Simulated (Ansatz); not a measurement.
Input of an Ansatz 0.2.0 run:

Contents of run.py:

```python
import json

import ase.io
import numpy as np
from ase.calculators.calculator import CalculationFailed, Calculator
from ase.stress import full_3x3_to_voigt_6_stress
from ase.units import GPa
from ase.eos import EquationOfState

import ansatz as az

class AnsatzCalculator(Calculator):
    implemented_properties = ["energy", "free_energy", "forces", "stress", "magmom"]

    def calculate(self, atoms, properties, system_changes):
        super().calculate(atoms, properties, system_changes)
        structure = atoms.copy()
        structure.set_constraint()
        structure.set_momenta(None)
        structure.set_masses(None)
        outcome = (
            az.Crystal.from_ase(structure)
            .calculation()
            .basis(xc_grid=2)
            .kpoints(11, 11, 6)
            .functional("pbe")
            .pseudopotentials(kind="nc", source="spms")
            .scf(tolerance=2e-10)
            .occupations(method="gaussian", width=0.025)
            .forces()
            .stress()
            .run(threads=2)
        )
        if not outcome.report["converged"]:
            raise CalculationFailed("SCF not converged")
        report = outcome.report
        self.results = {
            "free_energy": report["lagrangian_ev"],
            "energy": report["lagrangian_ev"],
            "forces": np.array(report["forces_ev_ang"]),
            "stress": -GPa * full_3x3_to_voigt_6_stress(report["stress_gpa"]),
            "magmom": report["magnetization_mub"],
        }

np.set_printoptions(precision=5, suppress=True, linewidth=110)
atoms = ase.io.read("Ru.cif")
atoms.info.pop("occupancy", None)
atoms.calc = AnsatzCalculator()
cell = atoms.cell.copy()
volumes, energies = [], []
for x in (0.94, 0.96, 0.98, 1.0, 1.02, 1.04, 1.06):
    atoms.set_cell(cell * x ** (1 / 3), scale_atoms=True)
    volumes.append(atoms.get_volume() / len(atoms))
    energies.append(atoms.get_potential_energy() / len(atoms))
    print(f"x {x:.2f}  V = {volumes[-1]:.4f} A^3/atom  E = {energies[-1]:.6f} eV/atom  P = {-atoms.get_stress()[:3].mean() / GPa:.3f} GPa")
v0, e0, b0 = EquationOfState(volumes, energies, eos="murnaghan").fit()
print(f"V0 = {v0:.4f} A^3/atom, E0 = {e0:.6f} eV/atom, B0 = {b0 / GPa:.2f} GPa")
```

File Ru.cif:

```cif
data_Ru
_cell_length_a 2.70580000
_cell_length_b 2.70580000
_cell_length_c 4.28190000
_cell_angle_alpha 90.00000000
_cell_angle_beta 90.00000000
_cell_angle_gamma 120.00000000
_space_group_name_H-M_alt 'P6_3/mmc'
_space_group_name_Hall '-P 6c 2c'
_space_group_IT_number 194
loop_
_space_group_symop_operation_xyz
'x,y,z'
'-x,-y,-z'
'x-y,x,z+1/2'
'-x+y,-x,-z+1/2'
'-y,x-y,z'
'y,-x+y,-z'
'-x,-y,z+1/2'
'x,y,-z+1/2'
'-x+y,-x,z'
'x-y,x,-z'
'y,-x+y,z+1/2'
'-y,x-y,-z+1/2'
'-y,-x,-z+1/2'
'y,x,z+1/2'
'-x,-x+y,-z'
'x,x-y,z'
'-x+y,y,-z+1/2'
'x-y,-y,z+1/2'
'y,x,-z'
'-y,-x,z'
'x,x-y,-z+1/2'
'-x,-x+y,z+1/2'
'x-y,-y,-z'
'-x+y,y,z'
loop_
_atom_site_label
_atom_site_type_symbol
_atom_site_symmetry_multiplicity
_atom_site_Wyckoff_symbol
_atom_site_fract_x
_atom_site_fract_y
_atom_site_fract_z
_atom_site_occupancy
Ru1 Ru 2 c 0.6666666667 0.3333333333 0.7500000000 1
```

Potentials or basis: SPMS NC.

Launch:

```console
$ python run.py
```

Task: Predict the equilibrium volume.

Result: 13.79 Å³/atom.

Task: Estimate the bulk modulus at fixed shape and positions.

Result: 313 GPa.

Task: What does it give for the pressure derivative of the bulk modulus?

Result: 4.8.

Energy against volume, from the lowest point:
| volume (Å³/atom) | energy (meV/atom) |
| --- | --- |
| 12.760 | 87.46 |
| 13.032 | 45.53 |
| 13.303 | 17.99 |
| 13.575 | 3.28 |
| 13.846 | 0.00 |
| 14.118 | 6.94 |
| 14.389 | 22.99 |

Caveat: the cell was scaled at fixed shape and fractional positions, which overstates the stiffness of a crystal with free parameters, most of all of layers and chains.
